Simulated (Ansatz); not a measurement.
# Ga: stress in a strained cell

Aim: deform Ga (equal xy, yz and zx engineering shear strains of +1 %) and compute stress, forces and field gradients with LAPW, PAW and all-electron datasets made for the crystal.

Computed with Ansatz 0.2.0 (DFT PBE, scalar-relativistic, unless a step's input says otherwise).

### 1 The system as given

Symmetry: C2/c, No. 15, monoclinic system. The conventional cell has a = 2.766 Å, b = 8.053 Å, c = 3.332 Å, α = 90.00°, β = 92.02°, γ = 90.00°. Ga (site symmetry 2) is surrounded by 8 Ga at 2.69 to 2.92 Å.

Structure file:

```
CELL_PARAMETERS angstrom
1.38300 -4.02650 0.00000
1.38300 4.02650 0.00000
-0.11745 0.00000 3.32993
ATOMIC_POSITIONS crystal
Ga 0.86900 0.13100 0.25000
Ga 0.13100 0.86900 0.75000
```

Atoms are numbered in the order of the input: Ga1, Ga2.

### 2 The deformed structure

Space group C2/c before, P-1 after.

### 3 LAPW, all electrons

Input file input.yaml:

```yaml
crystal:
  lattice:
    - [1.3628675, -4.019585, -0.0132175]
    - [1.4031325, 4.033415, 0.0270475]
    - [-0.10080035, 0.0160624, 3.32934275]
  atoms:
    - { symbol: Ga, position: [0.869, 0.131, 0.25] }
    - { symbol: Ga, position: [0.131, 0.869, 0.75] }
kpoints:
  mp_grid: { grid: [14, 14, 11] }
  band_path:
    path:
      - [0.0, 0.0, 0.0]
      - [0.5, -0.5, 0.0]
      - [0.0, 0.0, -0.5]
      - [0.0, 0.0, 0.0]
      - [0.0, 0.5, 0.0]
      - [0.5, 0.0, -0.5]
      - [0.0, 0.0, 0.0]
      - [0.0, 0.5, -0.5]
      - [0.5, 0.0, 0.0]
    npoints: 5
scf:
  occupations: { method: fermi_dirac, width: 0.03 }
hamiltonian:
  xc: pbe
  pseudopotentials: { kind: all_electron, lapw: { basis_error: 0.0005 } }
output:
  forces: true
  stress: true
  eigenvalues: true
```

On the command line:

```
$ ansatz run input.yaml --threads 1 --pin off --max-ram 3072MiB --backend cpu --events-out ev --progress --plain --runs-dir out
```

### 4 PAW with frozen cores

Input file input.yaml:

```yaml
crystal:
  lattice:
    - [1.3628675, -4.019585, -0.0132175]
    - [1.4031325, 4.033415, 0.0270475]
    - [-0.10080035, 0.0160624, 3.32934275]
  atoms:
    - { symbol: Ga, position: [0.869, 0.131, 0.25] }
    - { symbol: Ga, position: [0.131, 0.869, 0.75] }
kpoints:
  mp_grid: { grid: [14, 14, 11] }
scf:
  occupations: { method: fermi_dirac, width: 0.03 }
hamiltonian:
  xc: pbe
  pseudopotentials: { kind: paw }
output:
  forces: true
  stress: true
  eigenvalues: true
  efg: { contact_densities: true }
  write_density: true
  write_potential: true
  elf: true
  volumetric_format: npy
```

### 5 Datasets made for this crystal

input.yaml, as its differences from that of step 4:

```diff
@@ -14,3 +14,3 @@
   xc: pbe
-  pseudopotentials: { kind: paw }
+  pseudopotentials: { kind: all_electron, datasets: crystal }
 output:
@@ -20,5 +20 @@
   efg: { contact_densities: true }
-  write_density: true
-  write_potential: true
-  elf: true
-  volumetric_format: npy
```

(Steps that only read results are left out.)

Q: Predict the outcome of this session. Wanted: pressure; largest shear or deviatoric stress.

The runs gave:

```
                                 quantity                                           value
                                 pressure  LAPW 1.78, PAW 1.76, crystal datasets 1.79 GPa
largest shear or deviatoric stress (LAPW)                                        0.45 GPa
```

**Reading.** The largest part of the stress beyond the pressure is 0.45 GPa in size, in the yz component; the atoms are carried along and not relaxed. No run of the undeformed cell stands beside it, so the pressure holds what the given cell had before the change. PAW: stress within 0.02 GPa of LAPW, forces within 1 meV/Å. Crystal datasets: stress within 0.01 GPa of LAPW, forces within 1 meV/Å.
